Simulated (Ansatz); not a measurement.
# SnTe (Fm-3m) in Ansatz: a series of runs

One crystal, SnTe, is run at these levels: PBE; tasks: single point.

Everything below comes from runs of Ansatz 0.2.0. Logs are shortened: lines on timing, memory, paths and dates and some standing lists are left out, and cuts for length are marked.

## Step 1: Starting point

Symmetry: Fm-3m, No. 225, cubic system. The conventional cell has a = 6.302 Å, b = 6.302 Å, c = 6.302 Å, α = 90.00°, β = 90.00°, γ = 90.00°. Te (site symmetry m-3m) is surrounded by 6 Sn at 3.15 Å. Around Sn (site symmetry m-3m) lie 6 Te at 3.15 Å.

## Step 2: Single point, PBE

input.yaml

```yaml
crystal:
  lattice:
    - [0.0, 3.15085, 3.15085]
    - [3.15085, 0.0, 3.15085]
    - [3.15085, 3.15085, 0.0]
  atoms:
    - { symbol: Te, position: [0.5, 0.5, 0.5] }
    - { symbol: Sn, position: [0.0, 0.0, 0.0] }
kpoints:
  mp_grid: { grid: [7, 7, 7] }
scf:
  occupations: { method: gaussian, width: 0.014 }
hamiltonian:
  xc: pbe
  pseudopotentials: { kind: all_electron, lapw: { basis_error: 0.001 } }
output:
  forces: true
  stress: true
  eigenvalues: true
```

Potentials or basis: all-electron LAPW, scalar-relativistic.

The run is started by

```
$ ansatz run input.yaml --threads 1 --pin off --max-ram 3072MiB --backend cpu --events-out ev --progress --plain --runs-dir out
```

The log of the run:

```text
Warning: RAYON_NUM_THREADS=1 ignored (pool sized by the plan → 1); use --threads N
LAPW: plane waves up to 6.971 Å⁻¹, error target 1.0e-3 eV per atom; small_component_spin mean_spin; Sn in spheres of 1.592 Å, 22 of its electrons in bands, Dirac shells []; Te in spheres of 1.559 Å, 24 of its electrons in bands, Dirac shells [] (how accurate: hamiltonian.pseudopotentials.lapw.basis_error, Limitations)
Engine: ansatz 0.2.0, aarch64-unknown-linux-gnu
Pseudopotentials: kind: all_electron
Pseudopotential: Te, LAPW, valence charge 24, lapw/all_electron/scalar/gaussian/Te, Koelling and Harmon's equation, gaussian nucleus
Pseudopotential: Sn, LAPW, valence charge 22, lapw/all_electron/scalar/gaussian/Sn, Koelling and Harmon's equation, gaussian nucleus
Functional definition: PBE
  parameter kappa = 0.804
  parameter beta = 0.06672455060314922
  exchange = pbe_x(kappa = kappa, mu = beta*pi^2/3)
  correlation = pbe_c(beta = beta)
Crystal: 2 atoms, lattice volume = 62.562 Å³
Basis set: ecut = 185.144356732645 eV, 339 PW (Γ), exchange–correlation at level 2
Bands: 28, of which v1, the nominal top of the filled ones, is band 23 counted from 1 (22 counted from 0)
Symmetry: 48 space group operations
Space group: Fm-3m (ITA 225), of the structure as read, at distance tolerance 4.0e-5 Å
k-points: 20 of 343
Non-local potential: Te, projectors of the file, none
Non-local potential: Sn, projectors of the file, none
Initial density: superposition of atomic densities (chi_scale 0.1, normalization cell, long waves kept (reshape's long-wave potential 0.00 eV rms))
Initial wavefunctions: plane waves of lowest kinetic energy (no species holds an atomic orbital)
Functional: x = pbe(κ = 0.804, μ = 0.2195149727645171), c = pbe(β = 0.06672455060314922)
iter 1 solved again at ethr=4.44e-4 eV; its pass at ethr=1.00e-1 eV (dr2=2.04e-1 eV) is discarded
SCF iter   1: F=—  HF=-352974.407439 eV  |F-HF|=—  |Δ(HF+E_count)|=         —  Δρ=1.24e-2  dr2=2.04e-1  ethr=4.44e-4  ⟨swp⟩=2.7  Hψ=3592  notcnv=0
preconditioner: auto → none  [insulator: Δε(μ)=0.669 eV  Ē_g=17.508 eV  σ=0.014 eV  W_gap=1.00  n_scr=14 (ndim 8)  ℏωp=21.0 eV  f_vac=0.029  D(μ)=0.00/eV (n_scr^D=0)  ε∞_Penn≈2.4]
iter 2 solved again at ethr=1.68e-5 eV; its pass at ethr=4.44e-4 eV (dr2=7.73e-3 eV) is discarded
SCF iter   2: F=—  HF=-352974.361268 eV  |F-HF|=—  |Δ(HF+E_count)|=   4.62e-2  Δρ=3.90e-3  dr2=7.74e-3  ethr=1.68e-5  ⟨swp⟩=2.0  Hψ=2955  notcnv=0  defer=1
SCF iter   3: F=—  HF=-352974.358967 eV  |F-HF|=—  |Δ(HF+E_count)|=   2.30e-3  Δρ=2.38e-3  dr2=4.36e-3  ethr=1.68e-5  ⟨swp⟩=2.0  Hψ=1761  notcnv=0
SCF iter   4: F=—  HF=-352974.360036 eV  |F-HF|=—  |Δ(HF+E_count)|=   1.07e-3  Δρ=1.02e-3  dr2=8.07e-4  ethr=9.49e-6  ⟨swp⟩=2.0  Hψ=1704  notcnv=0
SCF iter   5: F=—  HF=-352974.360151 eV  |F-HF|=—  |Δ(HF+E_count)|=   1.14e-4  Δρ=2.23e-4  dr2=3.88e-5  ethr=1.76e-6  ⟨swp⟩=2.0  Hψ=1677  notcnv=0
SCF iter   6: F=—  HF=-352974.360164 eV  |F-HF|=—  |Δ(HF+E_count)|=   1.28e-5  Δρ=2.52e-5  dr2=5.10e-7  ethr=8.44e-8  ⟨swp⟩=2.5  Hψ=1671  notcnv=0
SCF iter   7: F=-352974.360164 eV  HF=-352974.360164 eV  |F-HF|=8.32e-9  |Δ(HF+E_count)|=   2.25e-7  Δρ=3.18e-6  dr2=9.51e-9  ethr=1.11e-9  ⟨swp⟩=2.8  Hψ=1693  notcnv=0
SCF 1 converged in 7 iterations: F = -352974.360164 eV  dr2 = 9.51e-9
SCF converged after 7 iterations
Free energy (F): -352974.360164 eV
Harris-Foulkes:  -352974.360164 eV  (|F-HF|=8.32e-9)
Internal energy: -352974.360164 eV  (E = F + TS)
E sigma→0 (E₀):  -352974.360164 eV
Fermi energy:    12.138530 eV
--- Per-component energies (eV) ---
  E_band       = -1841.738272
  E_kinetic    = 372041.585945
  E_xc         = -9288.845877
  E_electrostatic = -715727.100232  (all electrons and nuclei)
  E_smearing   = -0.000000  (= −TS)
  E_closure    = 0.000000  (closes the sum)
  E_atoms      = -352966.846133  (free atoms, spherical and without spin; not in F)
  Σ components = -352974.360164   (vs F -352974.360164, Δ=0.00e0)
  Basis errors (estimates in eV, not in F): energy 3.4e-4 per atom: plane waves 3.3e-4 (1.8e-4 summed), levels above the bands 0.0e0, relativity 2.6e-8, radial functions 1.2e-5, core shells 6.1e-10; eigenvalues (radial functions only) 2.4e-6; not estimated: angular momenta, meshes, grids; target (lapw.basis_error) 1.0e-3; muffin-tin radii Sn 1.592 Å, Te 1.559 Å
--- Forces (eV/Å), atoms counted from 1 ---
  atom   1  Te     0.00000000    -0.00000000    -0.00000000
  atom   2  Sn    -0.00000000    -0.00000000     0.00000000
  max |Σ_I F_I| component: 3.94e-31 eV/Å
--- Stress (GPa, compression-positive) ---
        2.231352       0.000000       0.000000
        0.000000       2.231352       0.000000
        0.000000       0.000000       2.231352
  P = ⅓ Tr σ = 2.2314 GPa (22.314 kbar)
--- Band table (eV; the first three rows and the last of 20) ---
  k-point 0: bands = ["-147.6570", "-117.8480", "-97.6957", "-97.6957", "-97.6957", "-73.6339", "-73.6339", "-73.6339", "-25.0300", "-25.0300", "-25.0259", "-25.0259", "-25.0259", "-9.8604", "-9.8604", "-9.8556", "-9.8556", "-9.8556", "-0.7605", "7.3693", "9.9015", "9.9015", "9.9015", "15.4015", "15.4015", "15.4015", "16.8215", "16.8215"]
  k-point 1: bands = ["-147.6570", "-117.8480", "-97.6957", "-97.6957", "-97.6957", "-73.6339", "-73.6339", "-73.6339", "-25.0299", "-25.0299", "-25.0259", "-25.0258", "-25.0258", "-9.8614", "-9.8614", "-9.8553", "-9.8544", "-9.8544", "-0.5896", "6.4858", "9.9321", "9.9321", "10.5102", "14.5663", "14.5663", "14.6052", "16.7725", "17.2399"]
  k-point 2: bands = ["-147.6570", "-117.8480", "-97.6957", "-97.6957", "-97.6957", "-73.6339", "-73.6339", "-73.6339", "-25.0298", "-25.0298", "-25.0257", "-25.0255", "-25.0255", "-9.8640", "-9.8640", "-9.8547", "-9.8515", "-9.8515", "-0.1216", "5.0159", "10.0438", "10.0438", "11.2584", "13.3395", "13.3395", "13.4095", "17.4617", "18.3913"]
  k-point 19: bands = ["-147.6570", "-117.8480", "-97.6957", "-97.6957", "-97.6957", "-73.6339", "-73.6339", "-73.6339", "-25.0301", "-25.0295", "-25.0256", "-25.0253", "-25.0248", "-9.8727", "-9.8613", "-9.8536", "-9.8507", "-9.8455", "0.8730", "4.5667", "7.0984", "7.8169", "10.8210", "13.2425", "16.1813", "17.0919", "17.3241", "18.5369"]
```

Run time: 5.9 s. Hardware: 1 thread of Arm Neoverse V1, shared host; peak memory 0.27 GiB.

Results:

| Quantity | Value |
| --- | --- |
| Free energy | -352974.3602 eV |
| Pressure | 2.2 GPa |

Levels at points of the mesh, in eV from the Fermi level:
```csv
k point,band 21,band 22,band 23,band 24,band 25,band 26
"(0.00, 0.00, 0.00)",-2.24,-2.24,-2.24,3.26,3.26,3.26
```

Caveat: this odd mesh misses L, where the gap lies, so gap, dielectric constants and Born charges aren't listed.

## Step 3: Single point, PBE

input.yaml: that of step 2 with these lines changed.

```diff
@@ -11,3 +11,3 @@
 scf:
-  occupations: { method: gaussian, width: 0.014 }
+  occupations: { method: gaussian, width: 0.02 }
 hamiltonian:
```

Potentials or basis: all-electron LAPW, scalar-relativistic.

The run is started by

```
$ ansatz run input.yaml --threads 1 --pin off --max-ram 3072MiB --backend cpu --events-out ev --progress --plain --runs-dir out
```

The log of the run:

```text
Warning: RAYON_NUM_THREADS=1 ignored (pool sized by the plan → 1); use --threads N
LAPW: plane waves up to 6.971 Å⁻¹, error target 1.0e-3 eV per atom; small_component_spin mean_spin; Sn in spheres of 1.592 Å, 22 of its electrons in bands, Dirac shells []; Te in spheres of 1.559 Å, 24 of its electrons in bands, Dirac shells [] (how accurate: hamiltonian.pseudopotentials.lapw.basis_error, Limitations)
Engine: ansatz 0.2.0, aarch64-unknown-linux-gnu
Pseudopotentials: kind: all_electron
Pseudopotential: Te, LAPW, valence charge 24, lapw/all_electron/scalar/gaussian/Te, Koelling and Harmon's equation, gaussian nucleus
Pseudopotential: Sn, LAPW, valence charge 22, lapw/all_electron/scalar/gaussian/Sn, Koelling and Harmon's equation, gaussian nucleus
Functional definition: PBE
  parameter kappa = 0.804
  parameter beta = 0.06672455060314922
  exchange = pbe_x(kappa = kappa, mu = beta*pi^2/3)
  correlation = pbe_c(beta = beta)
Crystal: 2 atoms, lattice volume = 62.562 Å³
Basis set: ecut = 185.144356732645 eV, 339 PW (Γ), exchange–correlation at level 2
Bands: 28, of which v1, the nominal top of the filled ones, is band 23 counted from 1 (22 counted from 0)
Symmetry: 48 space group operations
[... 23 lines left out ...]
Fermi energy:    12.138530 eV
--- Per-component energies (eV) ---
  E_band       = -1841.738307
  E_kinetic    = 372041.586096
  E_xc         = -9288.845884
  E_electrostatic = -715727.100376  (all electrons and nuclei)
  E_smearing   = -0.000000  (= −TS)
  E_closure    = 0.000000  (closes the sum)
  E_atoms      = -352966.846133  (free atoms, spherical and without spin; not in F)
  Σ components = -352974.360164   (vs F -352974.360164, Δ=0.00e0)
  Basis errors (estimates in eV, not in F): energy 3.4e-4 per atom: plane waves 3.3e-4 (1.8e-4 summed), levels above the bands 0.0e0, relativity 2.6e-8, radial functions 1.2e-5, core shells 6.1e-10; eigenvalues (radial functions only) 2.5e-6; not estimated: angular momenta, meshes, grids; target (lapw.basis_error) 1.0e-3; muffin-tin radii Sn 1.592 Å, Te 1.559 Å
--- Forces (eV/Å), atoms counted from 1 ---
  atom   1  Te     0.00000000    -0.00000000     0.00000000
  atom   2  Sn    -0.00000000     0.00000000    -0.00000000
  max |Σ_I F_I| component: 3.12e-31 eV/Å
--- Stress (GPa, compression-positive) ---
        2.231351       0.000000       0.000000
        0.000000       2.231351       0.000000
        0.000000       0.000000       2.231351
  P = ⅓ Tr σ = 2.2314 GPa (22.314 kbar)
--- Band table (eV; the first three rows and the last of 20) ---
  k-point 0: bands = ["-147.6570", "-117.8480", "-97.6957", "-97.6957", "-97.6957", "-73.6339", "-73.6339", "-73.6339", "-25.0300", "-25.0300", "-25.0259", "-25.0259", "-25.0259", "-9.8604", "-9.8604", "-9.8556", "-9.8556", "-9.8556", "-0.7605", "7.3693", "9.9015", "9.9015", "9.9015", "15.4015", "15.4015", "15.4015", "16.8215", "16.8215"]
  k-point 1: bands = ["-147.6570", "-117.8480", "-97.6957", "-97.6957", "-97.6957", "-73.6339", "-73.6339", "-73.6339", "-25.0299", "-25.0299", "-25.0259", "-25.0258", "-25.0258", "-9.8614", "-9.8614", "-9.8553", "-9.8544", "-9.8544", "-0.5896", "6.4858", "9.9321", "9.9321", "10.5102", "14.5663", "14.5663", "14.6052", "16.7725", "17.2399"]
  k-point 2: bands = ["-147.6570", "-117.8480", "-97.6957", "-97.6957", "-97.6957", "-73.6339", "-73.6339", "-73.6339", "-25.0298", "-25.0298", "-25.0257", "-25.0255", "-25.0255", "-9.8640", "-9.8640", "-9.8547", "-9.8515", "-9.8515", "-0.1216", "5.0159", "10.0438", "10.0438", "11.2584", "13.3395", "13.3395", "13.4095", "17.4617", "18.3913"]
  k-point 19: bands = ["-147.6570", "-117.8480", "-97.6957", "-97.6957", "-97.6957", "-73.6339", "-73.6339", "-73.6339", "-25.0301", "-25.0295", "-25.0256", "-25.0253", "-25.0248", "-9.8727", "-9.8613", "-9.8536", "-9.8507", "-9.8455", "0.8730", "4.5667", "7.0984", "7.8169", "10.8210", "13.2425", "16.1813", "17.0919", "17.3241", "18.5369"]
```

Wall time 5.9 s (1 thread of Arm Neoverse V1, shared host); peak memory 0.27 GiB.

Results:

```yaml
Free_energy: -352974.3602 eV
Pressure: 2.2 GPa
```

Caveat: this odd mesh misses L, where the gap lies, so gap, dielectric constants and Born charges aren't listed. The run has no spin-orbit coupling, so splittings on Te are missing.

## Step 4: Single point, PBE

input.yaml: that of step 3 with these lines changed.

```diff
@@ -11,3 +11,3 @@
 scf:
-  occupations: { method: gaussian, width: 0.02 }
+  occupations: { method: gaussian, width: 0.016 }
 hamiltonian:
```

Potentials or basis: all-electron LAPW, scalar-relativistic.

The run is started by

```
$ ansatz run input.yaml --threads 1 --pin off --max-ram 3072MiB --backend cpu --events-out ev --progress --plain --runs-dir out
```

The log of the run:

```text
Warning: RAYON_NUM_THREADS=1 ignored (pool sized by the plan → 1); use --threads N
LAPW: plane waves up to 6.971 Å⁻¹, error target 1.0e-3 eV per atom; small_component_spin mean_spin; Sn in spheres of 1.592 Å, 22 of its electrons in bands, Dirac shells []; Te in spheres of 1.559 Å, 24 of its electrons in bands, Dirac shells [] (how accurate: hamiltonian.pseudopotentials.lapw.basis_error, Limitations)
Engine: ansatz 0.2.0, aarch64-unknown-linux-gnu
Pseudopotentials: kind: all_electron
Pseudopotential: Te, LAPW, valence charge 24, lapw/all_electron/scalar/gaussian/Te, Koelling and Harmon's equation, gaussian nucleus
Pseudopotential: Sn, LAPW, valence charge 22, lapw/all_electron/scalar/gaussian/Sn, Koelling and Harmon's equation, gaussian nucleus
Functional definition: PBE
  parameter kappa = 0.804
  parameter beta = 0.06672455060314922
  exchange = pbe_x(kappa = kappa, mu = beta*pi^2/3)
  correlation = pbe_c(beta = beta)
Crystal: 2 atoms, lattice volume = 62.562 Å³
Basis set: ecut = 185.144356732645 eV, 339 PW (Γ), exchange–correlation at level 2
Bands: 28, of which v1, the nominal top of the filled ones, is band 23 counted from 1 (22 counted from 0)
Symmetry: 48 space group operations
Space group: Fm-3m (ITA 225), of the structure as read, at distance tolerance 4.0e-5 Å
k-points: 20 of 343
Non-local potential: Te, projectors of the file, none
Non-local potential: Sn, projectors of the file, none
Initial density: superposition of atomic densities (chi_scale 0.1, normalization cell, long waves kept (reshape's long-wave potential 0.00 eV rms))
Initial wavefunctions: plane waves of lowest kinetic energy (no species holds an atomic orbital)
Functional: x = pbe(κ = 0.804, μ = 0.2195149727645171), c = pbe(β = 0.06672455060314922)
iter 1 solved again at ethr=4.44e-4 eV; its pass at ethr=1.00e-1 eV (dr2=2.04e-1 eV) is discarded
SCF iter   1: F=—  HF=-352974.407439 eV  |F-HF|=—  |Δ(HF+E_count)|=         —  Δρ=1.24e-2  dr2=2.04e-1  ethr=4.44e-4  ⟨swp⟩=2.7  Hψ=3592  notcnv=0
preconditioner: auto → none  [insulator: Δε(μ)=0.669 eV  Ē_g=17.508 eV  σ=0.016 eV  W_gap=1.00  n_scr=14 (ndim 8)  ℏωp=21.0 eV  f_vac=0.029  D(μ)=0.00/eV (n_scr^D=0)  ε∞_Penn≈2.4]
iter 2 solved again at ethr=1.68e-5 eV; its pass at ethr=4.44e-4 eV (dr2=7.73e-3 eV) is discarded
SCF iter   2: F=—  HF=-352974.361268 eV  |F-HF|=—  |Δ(HF+E_count)|=   4.62e-2  Δρ=3.90e-3  dr2=7.74e-3  ethr=1.68e-5  ⟨swp⟩=2.0  Hψ=2945  notcnv=0  defer=1
SCF iter   3: F=—  HF=-352974.358967 eV  |F-HF|=—  |Δ(HF+E_count)|=   2.30e-3  Δρ=2.38e-3  dr2=4.36e-3  ethr=1.68e-5  ⟨swp⟩=2.0  Hψ=1761  notcnv=0
SCF iter   4: F=—  HF=-352974.360036 eV  |F-HF|=—  |Δ(HF+E_count)|=   1.07e-3  Δρ=1.02e-3  dr2=8.07e-4  ethr=9.49e-6  ⟨swp⟩=2.0  Hψ=1686  notcnv=0
SCF iter   5: F=—  HF=-352974.360151 eV  |F-HF|=—  |Δ(HF+E_count)|=   1.14e-4  Δρ=2.23e-4  dr2=3.88e-5  ethr=1.75e-6  ⟨swp⟩=2.0  Hψ=1667  notcnv=0
SCF iter   6: F=—  HF=-352974.360164 eV  |F-HF|=—  |Δ(HF+E_count)|=   1.28e-5  Δρ=2.52e-5  dr2=5.09e-7  ethr=8.44e-8  ⟨swp⟩=2.5  Hψ=1671  notcnv=0
SCF iter   7: F=-352974.360164 eV  HF=-352974.360164 eV  |F-HF|=8.32e-9  |Δ(HF+E_count)|=   2.25e-7  Δρ=3.18e-6  dr2=9.48e-9  ethr=1.11e-9  ⟨swp⟩=2.8  Hψ=1694  notcnv=0
SCF 1 converged in 7 iterations: F = -352974.360164 eV  dr2 = 9.48e-9
SCF converged after 7 iterations
Free energy (F): -352974.360164 eV
Harris-Foulkes:  -352974.360164 eV  (|F-HF|=8.32e-9)
Internal energy: -352974.360164 eV  (E = F + TS)
E sigma→0 (E₀):  -352974.360164 eV
Fermi energy:    12.138530 eV
--- Per-component energies (eV) ---
  E_band       = -1841.738285
  E_kinetic    = 372041.586008
  E_xc         = -9288.845880
  E_electrostatic = -715727.100292  (all electrons and nuclei)
  E_smearing   = -0.000000  (= −TS)
  E_closure    = 0.000000  (closes the sum)
  E_atoms      = -352966.846133  (free atoms, spherical and without spin; not in F)
  Σ components = -352974.360164   (vs F -352974.360164, Δ=0.00e0)
  Basis errors (estimates in eV, not in F): energy 3.4e-4 per atom: plane waves 3.3e-4 (1.8e-4 summed), levels above the bands 0.0e0, relativity 2.6e-8, radial functions 1.2e-5, core shells 6.1e-10; eigenvalues (radial functions only) 2.4e-6; not estimated: angular momenta, meshes, grids; target (lapw.basis_error) 1.0e-3; muffin-tin radii Sn 1.592 Å, Te 1.559 Å
--- Forces (eV/Å), atoms counted from 1 ---
  atom   1  Te     0.00000000    -0.00000000     0.00000000
  atom   2  Sn    -0.00000000    -0.00000000    -0.00000000
  max |Σ_I F_I| component: 5.05e-31 eV/Å
--- Stress (GPa, compression-positive) ---
        2.231351      -0.000000       0.000000
       -0.000000       2.231351      -0.000000
        0.000000      -0.000000       2.231351
  P = ⅓ Tr σ = 2.2314 GPa (22.314 kbar)
--- Band table (eV; the first three rows and the last of 20) ---
  k-point 0: bands = ["-147.6570", "-117.8480", "-97.6957", "-97.6957", "-97.6957", "-73.6339", "-73.6339", "-73.6339", "-25.0300", "-25.0300", "-25.0259", "-25.0259", "-25.0259", "-9.8604", "-9.8604", "-9.8556", "-9.8556", "-9.8556", "-0.7605", "7.3693", "9.9015", "9.9015", "9.9015", "15.4015", "15.4015", "15.4015", "16.8215", "16.8215"]
  k-point 1: bands = ["-147.6570", "-117.8480", "-97.6957", "-97.6957", "-97.6957", "-73.6339", "-73.6339", "-73.6339", "-25.0299", "-25.0299", "-25.0259", "-25.0258", "-25.0258", "-9.8614", "-9.8614", "-9.8553", "-9.8544", "-9.8544", "-0.5896", "6.4858", "9.9321", "9.9321", "10.5102", "14.5663", "14.5663", "14.6052", "16.7725", "17.2399"]
  k-point 2: bands = ["-147.6570", "-117.8480", "-97.6957", "-97.6957", "-97.6957", "-73.6339", "-73.6339", "-73.6339", "-25.0298", "-25.0298", "-25.0257", "-25.0255", "-25.0255", "-9.8640", "-9.8640", "-9.8547", "-9.8515", "-9.8515", "-0.1216", "5.0159", "10.0438", "10.0438", "11.2584", "13.3395", "13.3395", "13.4095", "17.4617", "18.3913"]
  k-point 19: bands = ["-147.6570", "-117.8480", "-97.6957", "-97.6957", "-97.6957", "-73.6339", "-73.6339", "-73.6339", "-25.0301", "-25.0295", "-25.0256", "-25.0253", "-25.0248", "-9.8727", "-9.8613", "-9.8536", "-9.8507", "-9.8455", "0.8730", "4.5667", "7.0984", "7.8169", "10.8210", "13.2425", "16.1813", "17.0919", "17.3241", "18.5369"]
```

Wall time 6 s (1 thread of Arm Neoverse V1, shared host); peak memory 0.27 GiB.

Results:

| Item | Value |
| --- | --- |
| Free energy | -352974.3602 eV |
| Pressure | 2.2 GPa |

Levels at points of the mesh, in eV from the Fermi level:
| k point | band 21 | band 22 | band 23 | band 24 | band 25 | band 26 |
| --- | --- | --- | --- | --- | --- | --- |
| (0.00, 0.00, 0.00) | -2.24 | -2.24 | -2.24 | 3.26 | 3.26 | 3.26 |

Caveat: this odd mesh misses L, where the gap lies, so gap, dielectric constants and Born charges aren't listed.

## Step 5: Summary

```tsv
smearing	pressure (GPa)
gaussian 0.014 eV	2.2
gaussian 0.02 eV	2.2
gaussian 0.016 eV	2.2
```

Alike in all rows: task single point; level PBE; potentials or basis all-electron LAPW, scalar-relativistic; no spin polarisation; cell as given; k mesh 7 × 7 × 7; cutoff (eV) 185; basis error allowed 0.001 eV/atom.

Compare energies only between runs with the same functional and basis.
